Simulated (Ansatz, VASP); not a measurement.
# One calculation of ZrS, two programs

Contents of POSCAR:

```
ZrS
1.0
    0.0000000000      2.6250000000      2.6250000000
    2.6250000000      0.0000000000      2.6250000000
    2.6250000000      2.6250000000      0.0000000000
Zr S
1 1
Direct
    0.0000000000      0.0000000000      0.0000000000
    0.5000000000      0.5000000000      0.5000000000
```

INCAR.step1

```
SYSTEM = ZrS
ALGO = Normal
EDIFF = 1E-4
ENCUT = 520
GGA = PE
ISMEAR = 0
LASPH = .TRUE.
LCHARG = .FALSE.
LREAL = .FALSE.
LWAVE = .TRUE.
NBANDS = 16
NELM = 80
PREC = Accurate
SIGMA = 0.1
```

Contents of INCAR.step2:

```
SYSTEM = ZrS
ALGO = Normal
EDIFF = 1E-6
ENCUT = 520
ISIF = 2
ISMEAR = 0
ISTART = 1
LASPH = .TRUE.
LCHARG = .FALSE.
LMIXTAU = .TRUE.
LREAL = .FALSE.
LWAVE = .FALSE.
METAGGA = R2SCAN
NBANDS = 16
NELM = 80
PREC = Accurate
SIGMA = 0.1
```

The input KPOINTS:

```
k-points
0
G
  14 14 14
  0 0 0
```

Input for Ansatz:

```yaml
crystal:
  lattice:
    - [0.0, 2.625, 2.625]
    - [2.625, 0.0, 2.625]
    - [2.625, 2.625, 0.0]
  atoms:
    - { symbol: Zr, position: [0.0, 0.0, 0.0] }
    - { symbol: S, position: [0.5, 0.5, 0.5] }
basis:
  ecutwfc: 700
kpoints:
  mp_grid: { grid: [14, 14, 14] }
hamiltonian:
  xc: r2scan
scf:
  occupations: { method: gaussian, width: 0.1 }
output:
  forces: true
  stress: true
  eigenvalues: true
```

Alike in both runs: task single point; functional r2SCAN; k mesh 14 × 14 × 14; occupations gaussian, width 0.1 eV; no spin polarisation.

|  | VASP | Ansatz |
| --- | --- | --- |
| version | VASP 6.6.1 | Ansatz 0.2.0 |
| potentials or method | VASP PAW PBE potentials, release 64 (Zr_sv, S) | scalar-relativistic, plane waves, PAW |
| plane-wave cutoff (eV) | 520 | 700 |
| valence electrons in the cell | 18 | 18 |

|  | VASP | Ansatz | Ansatz less VASP |
| --- | --- | --- | --- |
| gap on the k mesh at the Fermi level (eV) | none | none | - |
| pressure (GPa) | -2.0 | -2.0 | -0.01 |

A gap of «none» marks a metal or a gap that the smearing closes.

Caveats: the PAW data sets were made with another functional, which shifts forces and pressure a little (VASP).
